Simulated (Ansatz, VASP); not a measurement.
**Two plane-wave programs on AlN**

```
Al N
1.0
     0.00000    1.98693    1.98693
     1.98693    0.00000    1.98693
     1.98693    1.98693    0.00000
Al N
1 1
Direct
  0.50000 0.50000 0.50000
  0.00000 0.00000 0.00000
```

Alike in both runs: task single point; functional PBE; k mesh 10 × 10 × 10; occupations gaussian, width 0.02 eV; no spin polarisation.

```csv
,VASP,Ansatz
version,VASP 6.6.1,Ansatz 0.2.0
potentials or method,"VASP PAW PBE potentials, release 64 (Al, N)","scalar-relativistic, plane waves, PAW"
plane-wave cutoff (eV),520,420
valence electrons in the cell,8,8
```

Ansatz gave:

| Quantity | Value |
| --- | --- |
| gap on the k mesh at the Fermi level (eV) | 5.14 |
| least direct gap on the mesh (eV) | 6.43 |
| pressure (GPa) | 21.0 |

Task: Estimate VASP's values.

Result: gap on the k mesh at the Fermi level (eV): 5.12; least direct gap on the mesh (eV): 6.45; pressure (GPa): 20.6.

The functional is the same, so the differences come from potentials, cutoffs and numerics.

Caveats: so large a pressure means that the cell lies far from this level's equilibrium, or that cutoff or potentials fall short (VASP). A k mesh can miss the band edges.
